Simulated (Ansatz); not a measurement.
A (100) slab of IrO2 (P4_2/mnm (No. 136)), 18 planes, outer planes O (top) and O (bottom), with 18 atoms (Ir6O12) in a surface cell of A = 14.101 Å², as cut from the bulk:

```xyz
18
Lattice="3.1536 0.0000 0.0000 0.0000 4.4715 0.0000 0.0000 0.0000 27.8888" Properties=species:S:1:pos:R:3 pbc="T T T"
O     1.5768    0.8550    7.5000
Ir    0.0000    0.0000    8.3550
O     1.5768    3.6165    9.2101
O     0.0000    1.3807    9.7357
Ir    1.5768    2.2357   10.5908
O     0.0000    3.0908   11.4458
O     1.5768    0.8550   11.9715
Ir    0.0000    0.0000   12.8265
O     1.5768    3.6165   13.6815
O     0.0000    1.3807   14.2072
Ir    1.5768    2.2357   15.0623
O     0.0000    3.0908   15.9173
O     1.5768    0.8550   16.4430
Ir    0.0000    0.0000   17.2980
O     1.5768    3.6165   18.1530
O     0.0000    1.3807   18.6787
Ir    1.5768    2.2357   19.5338
O     0.0000    3.0908   20.3888
```

Level of theory: DFT PBEsol, scalar-relativistic, plane waves, PAW in Ansatz. Settings: cutoff 420 eV, Γ-centred mesh 11×8×1 on the computed 18-atom cell, Gaussian smearing of 0.10 eV; no spin polarisation.

Against the same 18 atoms in the bulk, the slab as cut lies 4.308 eV higher and the relaxed slab 3.983 eV higher.

**Question.** Work out the surface energy before and after relaxation.

**Answer.** The slab has two faces, so γ = (E_slab − N·E_bulk)/(2A), the mean of both. As cut: 4.308/(2 × 14.101) = 0.1528 eV/Å², and 1 eV/Å² = 16.02 J/m², so γ = 2.45 J/m². Relaxed: 3.983/(2 × 14.101) = 0.1412 eV/Å² = 2.26 J/m². Relaxation recovers 8 % of the cost of cutting.

**Question.** What is the ideal work of this cut, per area?

**Answer.** Griffith's ideal work is 2γ: 4.89 J/m² if the new faces stay rigid, 4.53 J/m² if they relax. Other cuts parallel to this plane can cost less. One thickness was run, 18 planes, so γ can still shift with it.